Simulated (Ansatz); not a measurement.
# CuO (Tenorite) in Ansatz: the effect of functional

Crystal: CuO (Tenorite).

```
Cu O
1.0
     2.37550   -1.73595    0.00000
     2.37550    1.73595    0.00000
    -0.87188    0.00000    5.12602
Cu O
2 2
Direct
  0.49680 0.00320 0.50000
  0.00320 0.49680 0.00000
  0.40560 0.57140 0.75370
  0.57140 0.40560 0.25370
```

The cell isn't the ideal one: volume scaled by 1.04.

Alike in all runs:

- Program: Ansatz 0.2.0
- Task: single point
- Potentials or basis: Ansatz PAW
- k mesh: 10 × 10 × 5
- Occupations: fermi-dirac, width 0.05 eV
- Spin: no spin polarisation

```tsv
functional	cutoff	pressure (GPa)	largest force (eV/Å)
LDA	420 eV (not typed: the program's choice for these potentials)	?	?
PBEsol	420 eV (not typed: the program's choice for these potentials)	-8.9	0.75
r2SCAN	500 eV (not typed: the program's choice for these potentials)	-7.8	0.72
```

**Question.** What does the run with functional LDA give?

**Answer.** Pressure -15.3 GPa; largest force 0.80 eV/Å.

Caveats: the run has no spin polarisation, though such a crystal can be magnetic; the PAW data sets come from PBE, with cores solved anew for the run's functional, which leaves a small shift of forces and pressure.
